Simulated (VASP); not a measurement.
# BN (Pnma) in VASP: notebook

One crystal, BN, is run at these levels: LDA; tasks: single point.

Everything below comes from runs of VASP 6.6.1. Logs are shortened: lines on timing, memory, paths and dates and some standing lists are left out, and cuts for length are marked.

### 1 The crystal as given

Symmetry: Pnma, No. 62, orthorhombic system. The conventional cell has a = 4.880 Å, b = 2.591 Å, c = 4.292 Å, α = 90.00°, β = 90.00°, γ = 90.00°. N (site symmetry m) has 4 B at 1.51 to 1.65 Å as nearest neighbours. B (site symmetry m) has 4 N at 1.51 to 1.65 Å as nearest neighbours.

Measurements of this composition are mostly on another form, of space group No. 194.

### 2 Single point, LDA

File INCAR:

```
PREC = Accurate
ENCUT = 520
EDIFF = 1E-5
ISMEAR = 0
SIGMA = 0.05
LREAL = False
LASPH = True
NELM = 100
ALGO = Normal
ISIF = 2
LWAVE = False
LCHARG = False
NBANDS = 26
ADDGRID = False
```

File KPOINTS:

```
Automatic mesh
0
Gamma
  5 9 6
```

File POSCAR:

```
BN
1.0
    4.8800890000      0.0000000000      0.0000000000
    0.0000000000      2.5914640000      0.0000000000
    0.0000000000      0.0000000000      4.2920490000
N B
4 4
Direct
    0.3126810000      0.7789050000      0.1007580000
    0.6862050000      0.2199960000      0.9104900000
    0.1885540000      0.2516410000      0.5901280000
    0.8143530000      0.7609560000      0.4059790000
    0.3484130000      0.2497860000      0.9057480000
    0.1724810000      0.7260260000      0.4021060000
    0.8489350000      0.2255820000      0.5905950000
    0.6397780000      0.7695720000      0.0911510000
```

Potentials or basis: VASP PAW LDA potentials, release 64 (N, B).

On the command line:

```
$ cat potpaw_LDA.64/N/POTCAR potpaw_LDA.64/B/POTCAR > POTCAR
$ mpirun -np 1 vasp_std > vasp.out
```

OUTCAR:

```text
PREC = Accurate
   ENCUT = 520
   EDIFF = 1E-5
   ISMEAR = 0
   LREAL = False
   LASPH = True
   NELM = 100
   ISIF = 2

 Found    136 irreducible k-points:

 Following reciprocal coordinates:
            Coordinates               Weight
  0.000000  0.000000  0.000000      1.000000
  0.200000  0.000000  0.000000      2.000000
  0.400000  0.000000  0.000000      2.000000
  0.000000  0.111111  0.000000      2.000000
  0.200000  0.111111  0.000000      2.000000
 -0.200000  0.111111  0.000000      2.000000
   k-points           NKPTS =    136   k-points in BZ     NKDIM =    136   number of bands    NBANDS=     26
   number of dos      NEDOS =    301   number of ions     NIONS =      8
   total plane-waves  NPLWV =  23040
   dimension x,y,z NGX =    36 NGY =   20 NGZ =   32
   dimension x,y,z NGXF=    72 NGYF=   40 NGZF=   64
   ions per type =               4   4
   NGX,Y,Z   is equivalent  to a cutoff of  12.26, 12.83, 12.39 a.u.
   NGXF,Y,Z  is equivalent  to a cutoff of  24.53, 25.66, 24.79 a.u.
 SYSTEM =  unknown system
   PREC   = accura    normal or accurate (medium, high low for compatibility)
   ISTART =      0    job   : 0-new  1-cont  2-samecut
   ICHARG =      2    charge: 1-file 2-atom 10-const
   ISPIN  =      1    spin polarized calculation?
   LNONCOLLINEAR =      F non collinear calculations
   LSORBIT =      F    spin-orbit coupling
   LASPH  =      T    aspherical Exc in radial PAW
   ENCUT  =  520.0 eV  38.22 Ry    6.18 a.u.   9.07  4.82  7.98*2*pi/ulx,y,z
   NELM   =    100;   NELMIN=  2; NELMDL= -5     # of ELM steps
   EDIFF  = 0.1E-04   stopping-criterion for ELM
   LREAL  =      F    real-space projection
   EDIFFG = 0.1E-03   stopping-criterion for IOM
   NSW    =      0    number of steps for IOM
   IBRION =     -1    ionic relax: 0-MD 1-quasi-New 2-CG
   NFREE  =      0    steps in history (QN), initial steepest desc. (CG)
   ISIF   =      2    stress and relaxation
   ISYM   =      2    0-nonsym 1-usesym 2-fastsym
   POTIM  = 0.5000    time-step for ionic-motion
   TEBEG  =    0.0;   TEEND  =   0.0 temperature during run
   PSTRESS=    0.0 pullay stress
   NELECT =      32.0000    total number of electrons
   NUPDOWN=      -1.0000    fix difference up-down
   EMIN   =  10.00;   EMAX   =-10.00  energy-range for DOS
   EFERMI =   0.00;   METHOD = LEGACY
   ISMEAR =     0;   SIGMA  =   0.05  broadening in eV -4-tet -1-fermi 0-gaus
   EFERMI_NEDOS =   21; number of points for ismear=-14 and -15
   IALGO  =     38    algorithm
   IMIX   =      4    mixing-type and parameters
     AMIX     =   0.40;   BMIX     =  1.00
     AMIX_MAG =   1.60;   BMIX_MAG =  1.00
  volume/ion in A,a.u.               =       6.78        45.79
  Fermi-wavevector in a.u.,A,eV,Ry     =   1.372711  2.594047 25.637923  1.884334
  Thomas-Fermi vector in A             =   2.498293
   LORBIT       =      0    0 simple, 1 ext, 2 COOP (PROOUT), +10 PAW based schemes
   GGA     = CA    functional components
   LHFCALC =     F    Hartree Fock is set to
   AEXX    =    0.0000 exact exchange contribution
   IVDW    =     0    specifies the selected vdW correction
   LEPSILON=     F    determine dielectric tensor
   LRPA    =     F    only Hartree local field effects (RPA)
 non-spin polarized calculation
 Gauss-broadening in eV      SIGMA  =   0.05
  energy-cutoff  :      520.00
  volume of cell :       54.28
 maximum number of plane-waves:      1480
   NGX = 19   NGY =  9   NGZ = 15

 number of electron      31.9999995 magnetization

 Free energy of the ion-electron system (eV)
  ---------------------------------------------------
  ext. energy  EPLUGINS =         0.00000000
  ---------------------------------------------------
  free energy    TOTEN  =       -74.83552218 eV

  energy without entropy =      -74.83552218  energy(sigma->0) =      -74.83552218

 E-fermi :   6.0727     XC(G=0): -12.1740

 val. band max:        5.7934315418   @ k =   0.2000   0.0000   0.0000
 cond. band min:      10.9035932838   @ k =  -0.4000   0.0000   0.3333
 fundamental gap:      5.1101617420
 Fermi energy:         6.0727075577

 k-point     1 :       0.0000    0.0000    0.0000
  band No.  band energies     occupation
      1     -14.0531      2.00000
      2     -11.4321      2.00000
      3     -10.4050      2.00000
      4      -8.3415      2.00000
      5      -3.2199      2.00000
      6      -2.8642      2.00000
      7      -1.7280      2.00000
      8      -1.2969      2.00000
      9       0.2399      2.00000
     10       1.3877      2.00000
     11       2.4625      2.00000
     12       2.8103      2.00000
     13       4.4275      2.00000
     14       5.2050      2.00000
     15       5.5014      2.00000
     16       5.6398      2.00000
     17      11.9228      0.00000
     18      12.2231      0.00000
     19      13.2499      0.00000
     20      13.5280      0.00000
     21      13.8260      0.00000
     22      14.3982      0.00000
     23      15.0057      0.00000
     24      16.3435      0.00000
     25      16.5886      0.00000
     26      17.6494      0.00000

 k-point     2 :       0.2000    0.0000    0.0000
  band No.  band energies     occupation
      1     -13.9204      2.00000
      2     -11.9394      2.00000
      3      -9.9509      2.00000
      4      -8.4181      2.00000
      5      -3.5410      2.00000
      6      -2.9923      2.00000
      7      -1.3502      2.00000
      8      -0.9664      2.00000
      9       0.3488      2.00000
     10       1.8516      2.00000
     11       1.9487      2.00000
     12       3.3193      2.00000
     13       4.1340      2.00000
     14       4.6278      2.00000
     15       5.1488      2.00000
     16       5.7934      2.00000
     17      11.6777      0.00000
     18      11.9182      0.00000
     19      13.0161      0.00000
     20      13.8015      0.00000
     21      13.8895      0.00000
     22      14.6879      0.00000
     23      15.1613      0.00000
     24      15.7469      0.00000
     25      16.8413      0.00000
     26      16.9580      0.00000

 k-point     3 :       0.4000    0.0000    0.0000
  band No.  band energies     occupation
      1     -13.5803      2.00000
      2     -12.6343      2.00000
      3      -9.3620      2.00000
      4      -8.6500      2.00000
      5      -3.8782      2.00000
      6      -3.2502      2.00000
      7      -0.7232      2.00000
      8      -0.1908      2.00000
      9       0.6310      2.00000
     10       1.2495      2.00000
     11       2.4159      2.00000
     12       3.1893      2.00000
     13       3.9197      2.00000
     14       4.3764      2.00000
     15       4.8249      2.00000
     16       5.4582      2.00000
     17      11.1875      0.00000
     18      11.4236      0.00000
     19      13.1118      0.00000
     20      13.7710      0.00000
     21      13.9851      0.00000
     22      14.6052      0.00000
     23      15.2869      0.00000
     24      16.2301      0.00000
     25      16.5085      0.00000
     26      16.9591      0.00000

 k-point     4 :       0.0000    0.1111    0.0000
  band No.  band energies     occupation
      1     -13.8670      2.00000
      2     -11.2737      2.00000
      3     -10.2683      2.00000
      4      -8.2824      2.00000
      5      -3.1344      2.00000
      6      -2.7646      2.00000
      7      -1.5954      2.00000
      8      -1.1460      2.00000
      9      -0.4143      2.00000
     10       1.0710      2.00000
     11       1.9511      2.00000
     12       2.1727      2.00000
     13       4.0265      2.00000
     14       4.7302      2.00000
     15       5.3270      2.00000
     16       5.5208      2.00000
     17      12.6105      0.00000
     18      12.8463      0.00000
     19      13.2677      0.00000
     20      13.8954      0.00000
     21      14.2837      0.00000
     22      14.7155      0.00000
     23      15.4389      0.00000
     24      15.9795      0.00000
     25      16.8389      0.00000
     26      17.7238      0.00000

 k-point     5 :       0.2000    0.1111    0.0000
  band No.  band energies     occupation
      1     -13.7353      2.00000
      2     -11.7744      2.00000
      3      -9.8236      2.00000
      4      -8.3572      2.00000
      5      -3.4412      2.00000
      6      -2.8535      2.00000
      7      -1.1960      2.00000
      8      -0.9287      2.00000
      9      -0.2530      2.00000
     10       0.8516      2.00000
     11       2.0942      2.00000
     12       2.7133      2.00000
     13       3.7874      2.00000
     14       4.4317      2.00000
     15       4.7124      2.00000
     16       5.6337      2.00000
     17      12.1476      0.00000
     18      12.3515      0.00000
     19      13.3083      0.00000
     20      14.2219      0.00000
     21      14.3569      0.00000
     22      14.9226      0.00000
     23      15.5130      0.00000
     24      16.0999      0.00000
     25      16.4203      0.00000
     26      17.7297      0.00000

 k-point     6 :      -0.2000    0.1111    0.0000
  band No.  band energies     occupation
      1     -13.7358      2.00000
      2     -11.7716      2.00000
      3      -9.8311      2.00000
      4      -8.3505      2.00000
      5      -3.4070      2.00000
      6      -2.8549      2.00000
      7      -1.2911      2.00000
      8      -1.0161      2.00000
      9      -0.1692      2.00000
     10       0.9766      2.00000
     11       1.9938      2.00000
     12       2.7790      2.00000
     13       3.8497      2.00000
     14       4.4240      2.00000
     15       4.6951      2.00000
     16       5.5627      2.00000
     17      12.0616      0.00000
     18      12.5531      0.00000
     19      13.4698      0.00000
     20      13.9885      0.00000
     21      14.1804      0.00000
     22      15.0388      0.00000
     23      15.2864      0.00000
     24      15.9858      0.00000
     25      16.6072      0.00000
     26      17.6697      0.00000

 [... further k-points ...]

------------------------ aborting loop because EDIFF is reached ----------------------------------------

  FORCE on cell =-STRESS in cart. coord.  units (eV):
  Direction    XX          YY          ZZ          XY          YZ          ZX
  --------------------------------------------------------------------------------------
  -------------------------------------------------------------------------------------
  Total       -4.6364462     -0.8699378     -1.8583861      1.2963742     -2.0068831     -0.7182064
  in kB     -136.8542255    -25.6780006    -54.8540808     38.2651460    -59.2372733    -21.1993352
  external PRESSURE =     -72.4621023 kB  Pullay stress =       0.0000000 kB

 VOLUME and BASIS-vectors are now :
 -----------------------------------------------------------------------------
  energy-cutoff  :      520.00
  volume of cell :       54.28
      direct lattice vectors                 reciprocal lattice vectors
     4.880089000  0.000000000  0.000000000     0.204914296  0.000000000  0.000000000
     0.000000000  2.591464000  0.000000000     0.000000000  0.385882266  0.000000000
     0.000000000  0.000000000  4.292049000     0.000000000  0.000000000  0.232988952

 POSITION                                       TOTAL-FORCE (eV/Angst)
 -----------------------------------------------------------------------------------
      1.52591      2.01850      0.43246         0.669884     -2.353423     -0.611024
      3.34874      0.57011      3.90787        -0.401541      3.487619     -2.450852
      0.92016      0.65212      2.53286         0.519307     -1.317393      1.829302
      3.97412      1.97199      1.74248        -0.194150     -2.427832     -1.447384
      1.70029      0.64731      3.88751        -0.851542      1.281733     -1.246546
      0.84172      1.88147      1.72586        -1.386350      2.154870      0.015126
      4.14288      0.58459      2.53486        -0.670505      2.091764      1.301922
      3.12217      1.99432      0.39122         2.314898     -2.917337      2.609455
 -----------------------------------------------------------------------------------
    total drift:                               -0.000091      0.000199     -0.000495

  FREE ENERGIE OF THE ION-ELECTRON SYSTEM (eV)
  ---------------------------------------------------
  free  energy   TOTEN  =       -74.8355221834 eV

  energy  without entropy=      -74.8355221834  energy(sigma->0) =      -74.83552218
```

Wall time 88 s (1 thread of Intel Xeon Platinum 8259CL at 2.50GHz (Skylake/Cascade Lake), shared host); peak memory 0.24 GiB.

The run converged, but some of its settings lie outside the range that counts as converged, so its numbers aren't taken as properties of the crystal.

Results:

```yaml
Free_energy: -74.8355 eV
Pressure: -7.2 GPa
Largest_force: 4.547 eV/Å
Band_gap_on_the_k_mesh: 5.11 eV, indirect (least direct gap 5.53 eV)
```

Caveat: an odd mesh through Γ misses points on the zone boundary, where band edges often lie.

### 3 Single point, LDA

File INCAR:

```
SYSTEM = BN
  PREC = Accurate
  ENCUT = 520
  EDIFF = 1E-7
  ISMEAR = 0
  SIGMA = 0.05
  LREAL = .FALSE.
  LASPH = .TRUE.
  NELM = 100
  ALGO = Normal
  ISIF = 2
  LWAVE = .FALSE.
  LCHARG = .FALSE.
  GGA = CA
  NBANDS = 26
  ADDGRID = .FALSE.
```

File KPOINTS:

```
regular mesh
0
G
  3 5 3
  0 0 0
```

File POSCAR:

```
BN
1.0
    4.8800890000      0.0000000000      0.0000000000
    0.0000000000      2.5914640000      0.0000000000
    0.0000000000      0.0000000000      4.2920490000
N B
4 4
Direct
    0.3211300000      0.7500000000      0.1064860000
    0.6788700000      0.2500000000      0.8935140000
    0.1788700000      0.2500000000      0.6064860000
    0.8211300000      0.7500000000      0.3935140000
    0.3404130000      0.2500000000      0.9070960000
    0.1595870000      0.7500000000      0.4070960000
    0.8404130000      0.2500000000      0.5929040000
    0.6595870000      0.7500000000      0.0929040000
```

Potentials or basis: VASP PAW LDA potentials, release 64 (N, B).

On the command line:

```
$ cat potpaw_LDA.64/N/POTCAR potpaw_LDA.64/B/POTCAR > POTCAR
$ mpirun -np 1 vasp_std > vasp.out
```

Run time: 8.9 s. Hardware: 1 thread of AMD EPYC 9R45 (Zen 5), shared host; peak memory 0.11 GiB.

The run converged, but some of its settings lie outside the range that counts as converged, so its numbers aren't taken as properties of the crystal.

What came out:

```yaml
Free_energy: -75.6820 eV
Pressure: -11.0 GPa
Largest_force: 0.111 eV/Å
Band_gap_on_the_k_mesh: 5.52 eV, indirect (least direct gap 6.14 eV)
```

Caveat: the k mesh is coarse (spacing up to 0.49 Å⁻¹), so the values aren't converged; an odd mesh through Γ misses points on the zone boundary, where band edges often lie.

### 4 Single point, LDA

INCAR, as its differences from that of step 3:

```diff
@@ -2,3 +2,3 @@
   PREC = Accurate
-  ENCUT = 520
+  ENCUT = 650
   EDIFF = 1E-7
```

File KPOINTS:

```
regular mesh
0
G
  5 9 6
  0 0 0
```

POSCAR is that of step 3.

Potentials or basis: VASP PAW LDA potentials, release 64 (N, B).

On the command line:

```
$ cat potpaw_LDA.64/N/POTCAR potpaw_LDA.64/B/POTCAR > POTCAR
$ mpirun -np 1 vasp_std > vasp.out
```

OUTCAR:

```text
SYSTEM = BN
   PREC = Accurate
   ENCUT = 650
   EDIFF = 1E-7
   ISMEAR = 0
   LREAL = .FALSE.
   LASPH = .TRUE.
   NELM = 100
   ISIF = 2
   GGA = CA

 Found     60 irreducible k-points:

 Following reciprocal coordinates:
            Coordinates               Weight
  0.000000  0.000000  0.000000      1.000000
  0.200000  0.000000  0.000000      2.000000
  0.400000  0.000000  0.000000      2.000000
  0.000000  0.111111  0.000000      2.000000
  0.200000  0.111111  0.000000      4.000000
  0.400000  0.111111  0.000000      4.000000
   k-points           NKPTS =     60   k-points in BZ     NKDIM =     60   number of bands    NBANDS=     26
[... 256 lines left out ...]
  Total       -3.5390334     -4.0428314     -3.8688227      0.0000000     -0.0000000      0.0000000
  in kB     -104.4618347   -119.3324670   -114.1962435      0.0000000     -0.0000000      0.0000000
  external PRESSURE =    -112.6635151 kB  Pullay stress =       0.0000000 kB

 VOLUME and BASIS-vectors are now :
 -----------------------------------------------------------------------------
  energy-cutoff  :      650.00
  volume of cell :       54.28
      direct lattice vectors                 reciprocal lattice vectors
     4.880089000  0.000000000  0.000000000     0.204914296  0.000000000  0.000000000
     0.000000000  2.591464000  0.000000000     0.000000000  0.385882266  0.000000000
     0.000000000  0.000000000  4.292049000     0.000000000  0.000000000  0.232988952

 POSITION                                       TOTAL-FORCE (eV/Angst)
 -----------------------------------------------------------------------------------
      1.56714      1.94360      0.45704         0.105082     -0.000000      0.008108
      3.31295      0.64787      3.83501        -0.105082     -0.000000     -0.008108
      0.87290      0.64787      2.60307        -0.105082     -0.000000      0.008108
      4.00719      1.94360      1.68898         0.105082      0.000000     -0.008108
      1.66125      0.64787      3.89330        -0.013600      0.000000      0.007057
      0.77880      1.94360      1.74728         0.013600      0.000000      0.007057
      4.10129      0.64787      2.54477        -0.013600     -0.000000     -0.007057
      3.21884      1.94360      0.39875         0.013600     -0.000000     -0.007057
 -----------------------------------------------------------------------------------
    total drift:                               -0.000000     -0.000000     -0.000000

  FREE ENERGIE OF THE ION-ELECTRON SYSTEM (eV)
  ---------------------------------------------------
  free  energy   TOTEN  =       -75.7061889930 eV

  energy  without entropy=      -75.7061889930  energy(sigma->0) =      -75.70618899
```

OSZICAR:

```text
N       E                     dE             d eps       ncg     rms          rms(c)
DAV:   1     0.135810828952E+03    0.13581E+03   -0.19159E+04  3120   0.142E+03
DAV:   2    -0.728883631861E+02   -0.20870E+03   -0.19423E+03  4174   0.291E+02
DAV:   3    -0.809893045158E+02   -0.81009E+01   -0.80432E+01  4266   0.545E+01
DAV:   4    -0.810541772378E+02   -0.64873E-01   -0.64795E-01  3928   0.531E+00
DAV:   5    -0.810549968651E+02   -0.81963E-03   -0.81910E-03  4148   0.577E-01    0.134E+01
DAV:   6    -0.763082172271E+02    0.47468E+01   -0.10975E+01  3684   0.188E+01    0.583E+00
DAV:   7    -0.758524437107E+02    0.45577E+00   -0.67627E-01  3942   0.477E+00    0.360E+00
DAV:   8    -0.757101412774E+02    0.14230E+00   -0.25350E-01  3706   0.283E+00    0.404E-01
DAV:   9    -0.757061866255E+02    0.39547E-02   -0.14764E-02  3896   0.775E-01    0.200E-01
DAV:  10    -0.757061887006E+02   -0.20751E-05   -0.76583E-04  3970   0.185E-01    0.410E-02
DAV:  11    -0.757061888122E+02   -0.11159E-06   -0.13601E-04  3840   0.707E-02    0.211E-02
DAV:  12    -0.757061888155E+02   -0.32737E-08   -0.13115E-05  4062   0.238E-02    0.617E-03
DAV:  13    -0.757061889887E+02   -0.17324E-06   -0.11790E-06  3874   0.729E-03    0.155E-03
DAV:  14    -0.757061889930E+02   -0.42348E-08   -0.73402E-08  2076   0.189E-03
   1 F= -.75706189E+02 E0= -.75706189E+02  d E =-.137378E-12
```

stdout:

```text
POSCAR found type information on POSCAR N B
 POSCAR found :  2 types and       8 ions
 scaLAPACK will be used
 LDA part: xc-table for (Slater(with rela. corr.)+CA(PZ))
 , standard interpolation
 POSCAR, INCAR and KPOINTS ok, starting setup
 FFT: planning ... GRIDC
 FFT: planning ... GRID_SOFT
 FFT: planning ... GRID
 WAVECAR not read
 entering main loop
```

It took 61 s on 1 thread of AMD EPYC 9R45 (Zen 5), shared host; peak memory 0.17 GiB.

These settings aren't checked as converged: the numbers below hold their error.

Results:

| Item | Value |
| --- | --- |
| Free energy | -75.7062 eV |
| Pressure | -11.3 GPa |
| Largest force | 0.105 eV/Å |
| Band gap on the k mesh | 5.52 eV, indirect (least direct gap 6.13 eV) |

Caveat: an odd mesh through Γ misses points on the zone boundary, where band edges often lie.
